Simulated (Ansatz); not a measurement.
Mg under changes of volume

One of the cells (22.607 Å³/atom); the others are scaled copies at fixed shape and fractional positions:

```
Mg
1.0
     0.00000    2.24426    2.24426
     2.24426    0.00000    2.24426
     2.24426    2.24426    0.00000
Mg
1
Direct
  0.00000 0.00000 0.00000
```

This isn't the form of Mg at room conditions, which is hcp.

```yaml
Program: Ansatz 0.2.0
Functional: HSE06
Potentials_or_basis: SPMS NC
Cutoff: "762 eV (not typed: the program's choice for these potentials)"
k_mesh: 7 × 7 × 7
Occupations: gaussian, width 0.01 eV
Spin: no spin polarisation
```

```tsv
volume (Å³/atom)	energy over the lowest point (meV/atom)	pressure (GPa)	gap on the mesh (eV)
21.251	?	?	?
21.703	12.11	2.8	0.20
22.155	5.61	1.8	0.19
22.607	1.66	1.0	0.18
23.059	0.00	0.2	0.17
23.512	0.44	-0.5	0.16
23.964	2.76	-1.1	0.14
```

What does the run at 21.251 Å³/atom give?

Energy over the lowest point 21.39 meV/atom; pressure 3.8 GPa; gap on the mesh 0.21 eV.

Worked out: A Birch-Murnaghan fit of order 3 (a polynomial in V^(-2/3)) to the other rows has its minimum at 23.19 Å³/atom with B0 = V·E''(V) = 37 GPa and B' = 4.1. It gives 21.42 meV/atom at 21.251 Å³/atom, against the run's 21.39, and -dE/dV = 3.8 GPa, against 3.8. A straight line through the other rows of the gap, of slope -0.576 eV per unit of ln V, extrapolates to 0.21 eV, against the run's 0.21.

Energies are extrapolated to zero smearing.

Caveats: odd divisions of the mesh miss points on the zone boundary, where band edges often lie, so the gap on the mesh can be too wide; the potentials were made for another functional, which shifts forces and pressure; the thresholds are loose for stress.

A mesh can miss the band edges.
